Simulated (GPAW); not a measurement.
# MgO: single point with PBE

**The experiment to reproduce.**

From “Electronic structure of alkaline earth and post-transition metal oxides”, 2009, arxiv:0908.1581, for a bulk crystal of MgO: band gap 7.83 eV.

MgO:

```xyz
2
Lattice="0.0000 2.0970 2.0970 2.0970 0.0000 2.0970 2.0970 2.0970 0.0000" Properties=species:S:1:pos:R:3 pbc="T T T"
Mg    0.0000    0.0000    0.0000
O     2.0970    2.0970    2.0970
```

The cell is a database's computed one.

- Program: GPAW 26.7.0
- Task: single point
- Functional: PBE
- Potentials or basis: GPAW PAW data sets (gpaw-data 1.2.1)
- Cutoff: 650 eV
- Basis: pw
- k mesh: 9 × 9 × 9
- Occupations: fermi-dirac, width 0.05 eV
- Spin: no spin polarisation
- Maxiter: 120
- Convergence: default

```yaml
Pressure: 4.6 GPa
Band_gap_on_the_k_mesh: 4.89 eV, direct
```

Levels at points of the mesh, in eV from the valence-band top:
```csv
k point,band 5,band 6,band 7,band 8,band 9,band 10,band 11,band 12
"(0.00, 0.00, 0.00)",-17.29,0.00,0.00,0.00,4.89,15.91,15.91,15.91
```

It took 9.2 s on 1 thread of AMD EPYC 7B13 (Zen 3), on a shared host, peak memory 0.14 GiB.

A measured gap of MgO is 7.83 eV (quoted in “Electronic structure of alkaline earth and post-transition metal oxides”, 2009, arxiv:0908.1581); the calculated 4.89 eV misses it by -2.94 eV. The value is that of PBE, without temperature or zero-point motion. Semilocal functionals fall short of measured gaps as a rule. The cell is a database's relaxed one, not the measured one, which moves gaps too.

Caveat: the cutoff is short for stress and forces, so pressures can be off by a GPa or more.
